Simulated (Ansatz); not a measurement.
# SiNi2: the cost of one run

Computed with Ansatz 0.2.0 (DFT PBEsol, scalar-relativistic, plane waves, PAW, unless a step's input says otherwise).

1 further run of the same task is left out (set aside as unsound or not needed).

## 1. The starting structure

It takes space group P6_3/mmc (No. 194, hexagonal). The conventional cell has a = 3.868 Å, b = 3.868 Å, c = 4.917 Å, α = 90.00°, β = 90.00°, γ = 120.00°. Around Si (site symmetry -6m2) lie 11 Ni at 2.23 to 2.55 Å. Ni (site symmetry -3m) has 8 Ni at 2.46 to 2.55 Å and 6 Si at 2.55 Å in its first shell of neighbours. Around Ni (site symmetry -6m2) lie 5 Si at 2.23 to 2.46 Å and 6 Ni at 2.55 Å.

As a file:

```xyz
6
Lattice="3.8685 0.0000 0.0000 -1.9342 3.3502 0.0000 0.0000 0.0000 4.9170" Properties=species:S:1:pos:R:3 pbc="T T T"
Si    0.0000    2.2335    3.6877
Si    1.9342    1.1167    1.2292
Ni    0.0000    0.0000    0.0000
Ni    0.0000    0.0000    2.4585
Ni    0.0000    2.2335    1.2292
Ni    1.9342    1.1167    3.6877
```

It is the result of an earlier relaxation at this level (volume 10.62 Å³/atom; gap on the mesh: none (metal)).

## 2. Zero of the scan

input.yaml

```yaml
crystal:
  lattice:
    - [3.868463625, 0.0, 0.0]
    - [-1.9342318125, 3.3501877729, 0.0]
    - [0.0, 0.0, 4.9169852513]
  atoms:
    - { symbol: Si, position: [0.3333333333, 0.6666666667, 0.75] }
    - { symbol: Si, position: [0.6666666667, 0.3333333333, 0.25] }
    - { symbol: Ni, position: [0.0, 0.0, 0.0] }
    - { symbol: Ni, position: [0.0, 0.0, 0.5] }
    - { symbol: Ni, position: [0.3333333333, 0.6666666667, 0.25] }
    - { symbol: Ni, position: [0.6666666667, 0.3333333333, 0.75] }
basis:
  ecutwfc: 420
kpoints:
  mp_grid: { grid: [12, 12, 8] }
hamiltonian:
  xc: pbesol
scf:
  occupations: { method: gaussian, width: 0.15 }
output:
  forces: true
  stress: true
  eigenvalues: true
  write_density: true
  write_potential: true
  elf: true
  volumetric_format: npy
```

Started as:

```
> ansatz run input.yaml --threads 2 --pin off --max-ram 5120MiB --backend cpu --events-out ev --progress --plain --runs-dir out
```

What time and memory should one allow on 2 threads of Intel Xeon 6975P-C (Granite Rapids), shared host?

About 5.2 s, with a peak of 0.56 GiB.
